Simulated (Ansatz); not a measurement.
System: fluorite SrF₂. Method: r²SCAN (PAW; Ansatz, a program for electronic structure).

Numerical settings: plane-wave cutoff 560 eV, 10×10×10 k mesh, Fermi–Dirac smearing 0.01 eV, scalar-relativistic PAW data made under PBE.

Pressure at four volumes; x = ln(V/16.177 Å³). One pressure is withheld.

```tsv
V (Å³/atom)	x	P (GPa)
15.206	-0.0619	?
15.529	-0.0409	3.33
16.177	0.0000	0.00
17.147	0.0582	-3.78
```

Task: Pass a parabola P(x) through the three rows shown, estimate the bulk modulus and its pressure derivative near zero pressure, and predict the withheld pressure.

Result: Slopes between the rows: (0.00 − (3.33))/(0.0000 − (-0.0409)) = -81.42 and (-3.78 − (0.00))/(0.0582 − (0.0000)) = -64.95 GPa. Their difference over the span 0.0991 is c = 16.47/0.0991 = 166.2 GPa, so P(x) = 3.33 + (-81.42)(x − (-0.0409)) + 166.2 (x − (-0.0409))(x − (0.0000)). At the middle row B = −dP/dx = −[-81.42 + 166.2 × 0.0409] = 74.6 GPa, and B′ = dB/dP = 2c/B = 4.5. At x = -0.0619 the parabola gives 5.26 GPa; the run gives 5.31 GPa. The Birch–Murnaghan fit to the energies at all volumes has B0 = 74.2 GPa and B′ = 4.6.

Measured, for comparison: bulk modulus 69 GPa (temperature not stated, no zero-point or thermal correction; as tabulated in On the Morphology of Group II Metal Fluoride Nanocrystals at Finite Temperature …). Computed (rounded) less measured: bulk modulus +8 %. A static lattice is as a rule a little smaller and stiffer than an uncorrected measurement, which narrows the difference in the bulk modulus and would widen misses of the other sign.
